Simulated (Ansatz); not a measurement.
# PbS: strain and displacement

```xyz
4
Lattice="2.9405 -2.9000 0.0000 2.9405 2.9000 0.0000 -1.0800 0.0000 11.7093" Properties=species:S:1:pos:R:3 pbc="T T T"
Pb    3.8740    0.0000    7.4516
Pb    0.9270    0.0000    4.2577
S     0.9319    0.0000    7.0092
S     3.8690    0.0000    4.7001
```

Atoms are numbered in the order listed.

The cell is COD entry 2106944, as deposited and not checked against the literature; nothing was relaxed.

Spin–orbit coupling is left out, though it moves levels of the heavy atoms by tenths of an eV or more.

Theory: DFT, PBEsol, all-electron PAW with datasets made for the crystal, scalar-relativistic (Ansatz 0.2.0).

Numerical set-up: a Γ-centred 7×7×3 k mesh, Fermi–Dirac smearing of 0.01 eV, cutoff 240 eV (chosen by the program for this cell), no spin polarisation.

The unchanged cell is at -1.07 GPa.

x, y and z are the Cartesian axes of the cell as listed; fractional coordinates follow a strain, and an engineering shear is twice the off-diagonal strain component.

(1) With this change (equal xy, yz and zx engineering shear strains of -3 %), what becomes of the energy and stress and forces and gap?

With equal xy, yz and zx engineering shear strains of -1 %: energy change under 1 meV/atom; stress change (xx, yy, zz, yz, xz, xy) 0.00, 0.00, 0.00, 0.06, 0.06, 0.12 GPa, compression positive; change of the force on S3 (0.027, 0.027, 0.000) eV/Å; gap on the k mesh 1.28 → 1.28 eV.

With equal xy, yz and zx engineering shear strains of +2 %: energy change +1 meV/atom; stress change (xx, yy, zz, yz, xz, xy) 0.00, 0.00, 0.00, -0.12, -0.12, -0.24 GPa, compression positive; change of the force on S3 (-0.057, -0.058, 0.000) eV/Å; gap on the k mesh 1.28 → 1.28 eV.

(2) With this change (equal xy, yz and zx engineering shear strains of -2 %), what becomes of the energy and stress and forces and gap?

(3) With this change (equal xy, yz and zx engineering shear strains of +1 %), what becomes of the energy and stress and forces and gap?

With equal xy, yz and zx engineering shear strains of +3 %: energy change +3 meV/atom; stress change (xx, yy, zz, yz, xz, xy) 0.00, 0.00, 0.00, -0.18, -0.18, -0.36 GPa, compression positive; change of the force on S3 (-0.088, -0.088, -0.001) eV/Å; gap on the k mesh 1.28 → 1.27 eV.

## Answers

(1) Energy change +3 meV/atom; stress change (xx, yy, zz, yz, xz, xy) 0.00, 0.00, 0.00, 0.17, 0.17, 0.35 GPa, compression positive; change of the force on S3 (0.078, 0.078, 0.000) eV/Å; gap on the k mesh 1.28 → 1.26 eV.

(2) Energy change +1 meV/atom; stress change (xx, yy, zz, yz, xz, xy) 0.00, 0.00, 0.00, 0.11, 0.11, 0.23 GPa, compression positive; change of the force on S3 (0.053, 0.053, 0.000) eV/Å; gap on the k mesh 1.28 → 1.28 eV.

(3) Energy change under 1 meV/atom; stress change (xx, yy, zz, yz, xz, xy) 0.00, 0.00, 0.00, -0.06, -0.06, -0.12 GPa, compression positive; change of the force on S3 (-0.028, -0.028, 0.000) eV/Å; gap on the k mesh 1.28 → 1.28 eV.
